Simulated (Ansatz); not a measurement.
Energy landscape near a CuO structure

Computed with Ansatz 0.2.0, DFT PBE, scalar-relativistic, plane waves, PAW.

Settings: cutoff 420 eV, Γ-centred mesh 18×18×18 on the computed 2-atom cell, Gaussian smearing of 0.10 eV; no spin polarisation.

Reference cell:

```
Cu O
1.0
     0.00000    2.11656    2.11656
     2.11656    0.00000    2.11656
     2.11656    2.11656    0.00000
Cu O
1 1
Direct
  0.00000 0.00000 0.00000
  0.50000 0.50000 0.50000
```

Each variant moves atoms of this cell by the vectors given, if any (Å), and then applies a symmetric strain (tensor components, Cartesian axes). The reference cell isn't relaxed at this level. Energies are per atom at zero smearing, counted from the lowest variant. Pressure is positive in compression.

1. strain (xx yy zz yz xz xy, %) -3.45 -3.45 -3.45 6.00 -6.00 6.00; moves: Cu1 (0.035, -0.035, 0.035); O2 (-0.035, 0.035, -0.035)
2. strain (xx yy zz yz xz xy, %) -0.56 -0.56 -0.56 0.00 0.00 0.00
3. strain (xx yy zz yz xz xy, %) 4.43 4.43 4.43 0.00 0.00 0.00
4. strain (xx yy zz yz xz xy, %) 3.92 3.92 3.92 0.00 0.00 0.00
5. strain (xx yy zz yz xz xy, %) -3.95 -3.95 -3.95 0.00 0.00 0.00
6. strain (xx yy zz yz xz xy, %) 0.04 0.04 0.04 0.00 0.00 0.00
7. strain (xx yy zz yz xz xy, %) 3.25 3.25 3.25 0.00 0.00 0.00
8. strain (xx yy zz yz xz xy, %) 1.97 1.97 1.97 0.00 0.00 0.00
9. strain (xx yy zz yz xz xy, %) -3.35 -3.35 -3.35 0.00 0.00 0.00
10. strain (xx yy zz yz xz xy, %) 1.33 1.33 1.33 0.00 0.00 0.00
11. strain (xx yy zz yz xz xy, %) 3.40 3.40 3.40 0.00 0.00 0.00

| variant | ΔE (meV/atom) | P (GPa) | largest force (eV/Å) | gap on mesh (eV) | space group |
| --- | --- | --- | --- | --- | --- |
| 1 | ? | ? | ? | ? | ? |
| 2 | 3.0 | 4.62 | 0.00 | 0 | Fm-3m |
| 3 | ? | ? | ? | ? | ? |
| 4 | 55.0 | -14.72 | 0.00 | 0 | Fm-3m |
| 5 | 97.9 | 30.80 | 0.00 | 0 | Fm-3m |
| 6 | 0.0 | 1.20 | 0.00 | 0 | Fm-3m |
| 7 | 37.6 | -12.63 | 0.00 | 0 | Fm-3m |
| 8 | 12.8 | -7.95 | 0.00 | 0 | Fm-3m |
| 9 | ? | ? | ? | ? | ? |
| 10 | 5.0 | -5.20 | 0.00 | 0 | Fm-3m |
| 11 | 41.3 | -13.14 | 0.00 | 0 | Fm-3m |

Task: Give the withheld rows.

Result:
| variant | ΔE (meV/atom) | P (GPa) | largest force (eV/Å) | gap on mesh (eV) | space group |
| --- | --- | --- | --- | --- | --- |
| 1 | 159.6 | 27.77 | 0.67 | 0 | R3m |
| 3 | 70.3 | -16.16 | 0.00 | 0 | Fm-3m |
| 9 | 70.0 | 25.15 | 0.00 | 0 | Fm-3m |

Spin polarisation was left out, and a magnetic state may lie lower.

This rock-salt form isn't the usual stable structure of the compound.